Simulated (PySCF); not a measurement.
Crystal: Ge.

```
Ge
1.0
     0.00000    2.82891    2.82891
     2.82891    0.00000    2.82891
     2.82891    2.82891    0.00000
Ge
2
Direct
  0.75000 0.75000 0.75000
  0.50000 0.50000 0.50000
```

Base run:

```yaml
Program: PySCF 2.14.0
Functional: PBE
Potentials_or_basis: DZVP-MOLOPT-SR/GTH-PBE (potentials made for PBE)
k_mesh: 8 × 8 × 8
Occupations: fermi-dirac, width 0.05 eV
Spin: no spin polarisation
```

Its results: band gap on the k mesh none (metal or under the smearing width).

**Question.** The run is repeated on the same cell with these changes: functional from PBE to PBEsol. What comes out?

**Answer.** Band gap on the k mesh 0.07 eV, direct.

Caveats: the basis of atomic orbitals isn't converged, which shifts pressures, moduli and gaps.

A k mesh can miss the band edges.

Not every run made on this cell is shown here.
